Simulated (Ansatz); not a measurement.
RuO₂:
```
CELL_PARAMETERS angstrom
      4.47936     0.00000     0.00000
      0.00000     4.47936     0.00000
      0.00000     0.00000     3.10742
ATOMIC_POSITIONS crystal
  Ru 0.50000 0.50000 0.50000
  Ru 0.00000 0.00000 0.00000
  O  0.80533 0.19467 0.50000
  O  0.19467 0.80533 0.50000
  O  0.30533 0.30533 0.00000
  O  0.69467 0.69467 0.00000
```

Relaxed with r²SCAN. Special points in fractions of this cell's reciprocal vectors: Γ (0.000, 0.000, 0.000); X (0.000, 0.500, 0.000); M (0.500, 0.500, 0.000); Z (0.000, 0.000, 0.500); R (0.000, 0.500, 0.500); A (0.500, 0.500, 0.500).

Task: List the band energies nearest the Fermi level at these points for plane-wave PAW r²SCAN (Ansatz code).

Result: In eV from the Fermi level; about four levels below and three above (degenerate sets whole), none deeper than 8.9 eV; points with the same levels are listed once.

```json
[
 {"k": "Γ", "below": "-1.39 -1.32 -1.32 -0.91", "above": "1.84 1.88 4.97 4.97"},
 {"k": "X", "below": "-0.54 -0.54 -0.28 -0.28", "above": "0.46 0.46 4.43 4.43"},
 {"k": "M", "below": "-1.47 -1.47 -1.28 -1.28", "above": "0.92 0.92 3.92 3.92"},
 {"k": "Z", "below": "-3.36 -3.36 -0.74 -0.74", "above": "0.07 0.07 0.93 0.93"},
 {"k": "R", "below": "-1.65 -1.65 -0.69 -0.69", "above": "1.22 1.22 2.34 2.34"},
 {"k": "A", "below": "-0.67 -0.67 -0.42 -0.42", "above": "0.25 0.25 3.46 3.46"}
]
```

Space group P4_2/mnm (rutile). The cell was relaxed with r²SCAN under the symmetry of its start; of distortions, only those at the zone centre were tested. No spin polarisation was allowed. Spin–orbit coupling is left out wherever it is not named.

Potentials: the later of the program's two PAW sets.
